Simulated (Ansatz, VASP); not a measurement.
Two plane-wave programs on AlN

Contents of INCAR:

```
SYSTEM = AlN
PREC     = Accurate       ! precision mode
ENCUT    = 520            ! plane-wave cutoff, eV
EDIFF    = 1E-6           ! SCF threshold, eV
ISMEAR   = 0              ! smearing method
SIGMA    = 0.05           ! smearing width, eV
LREAL    = .FALSE.        ! projectors in reciprocal space
LASPH    = .TRUE.         ! aspherical terms in the spheres
NELM     = 80             ! most SCF steps
ALGO     = Normal         ! electronic algorithm
ISIF     = 2              ! what is computed and relaxed
LWAVE    = .FALSE.        ! write WAVECAR
LCHARG   = .TRUE.         ! write CHGCAR
LELF     = .TRUE.         ! ELF
LVHAR    = .TRUE.       
NBANDS   = 16             ! bands
```

Contents of KPOINTS:

```
Automatic mesh
0
G
  9 9 6
  0 0 0
```

The input POSCAR:

```
AlN
1.0
    3.2624340057      0.0000000000      0.0000000000
   -1.6312170028      2.8683763727      0.0000000000
    0.0000000000      0.0000000000      4.1875630000
Al N
2 2
Direct
    0.3333333333      0.6666666667      0.7500000000
    0.6666666667      0.3333333333      0.2500000000
    0.3333333333      0.6666666667      0.2500000000
    0.6666666667      0.3333333333      0.7500000000
```

Input for Ansatz:

```yaml
crystal:
  lattice:
    - [3.2624340057, 0.0, 0.0]
    - [-1.6312170028, 2.8683763727, 0.0]
    - [0.0, 0.0, 4.187563]
  atoms:
    - { symbol: Al, position: [0.3333333333, 0.6666666667, 0.75] }
    - { symbol: Al, position: [0.6666666667, 0.3333333333, 0.25] }
    - { symbol: "N", position: [0.3333333333, 0.6666666667, 0.25] }
    - { symbol: "N", position: [0.6666666667, 0.3333333333, 0.75] }
basis:
  ecutwfc: 420
kpoints:
  mp_grid: { grid: [9, 9, 6] }
hamiltonian:
  xc: lda
scf:
  occupations: { method: gaussian, width: 0.05 }
output:
  forces: true
  stress: true
  eigenvalues: true
```

Change from the starting cell: strain -0.0150 x Voigt [1, 0, 0, 0, 0, 0], atoms carried along.

Alike in both runs: task single point; functional LDA; k mesh 9 × 9 × 6; occupations gaussian, width 0.05 eV; no spin polarisation.

```csv
,VASP,Ansatz
version,VASP 6.6.1,Ansatz 0.2.0
potentials or method,"VASP PAW LDA potentials, release 64 (Al, N)","scalar-relativistic, plane waves, PAW"
plane-wave cutoff (eV),520,420
valence electrons in the cell,16,16
```

|  | VASP | Ansatz | Ansatz less VASP |
| --- | --- | --- | --- |
| gap on the k mesh at the Fermi level (eV) | 3.38 | 3.37 | -0.009 |
| least direct gap on the mesh (eV) | 3.38 | 3.37 | -0.009 |
| pressure (GPa) | -4.9 | -5.4 | -0.51 |
| largest component of the traceless stress (GPa) | 3.49 | 3.33 | -0.166 |
| rms of the force components (eV/Å) | 0.107 | 0.104 | -0.0034 |

Atom by atom the forces differ by 0.003 eV/Å (rms over components).

Caveats: an odd mesh through Γ misses points on the zone boundary, where band edges often lie.
